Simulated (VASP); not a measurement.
A run of VASP 6.6.1 is set up as follows.

The input INCAR:

```
PREC = Accurate
ENCUT = 500
EDIFF = 1E-6
ISMEAR = 0
SIGMA = 0.01
LREAL = False
LASPH = True
NELM = 120
ALGO = Normal
ISIF = 2
LWAVE = False
LCHARG = False
GGA = PS
NBANDS = 15
GGA_COMPAT = False
```

The input KPOINTS:

```
Automatic mesh
0
Gamma
  6 6 6
```

File POSCAR:

```
KCl
1.0
    0.0000000000      3.1212528412      3.1212528412
    3.1212528412      0.0000000000      3.1212528412
    3.1212528412      3.1212528412      0.0000000000
K Cl
1 1
Direct
    0.0000000000      0.0000000000      0.0000000000
    0.5000000000      0.5000000000      0.5000000000
```

Potentials or basis: VASP PAW PBE potentials, release 64 (K_sv, Cl).

Command:

```console
$ cat potpaw_PBE.64/K_sv/POTCAR potpaw_PBE.64/Cl/POTCAR > POTCAR
$ mpirun -np 1 vasp_std > vasp.out
```

(1) Predict the band gap on the k mesh.

(2) Estimate the pressure.

Answers

(1) 5.10 eV.

(2) 0.0 GPa.

Caveat: the PAW data sets were made with another functional, which shifts forces and pressure a little.

**Measured values to compare with.**

From a printed reference work, monograph, for a bulk crystal of KCl: band gap 8.68 eV.

A measured gap of KCl is 8.68 eV (a printed reference work, monograph); the calculated 5.10 eV misses it by -3.58 eV. The value is that of PBEsol, without temperature or zero-point motion. Semilocal functionals fall short of measured gaps as a rule.
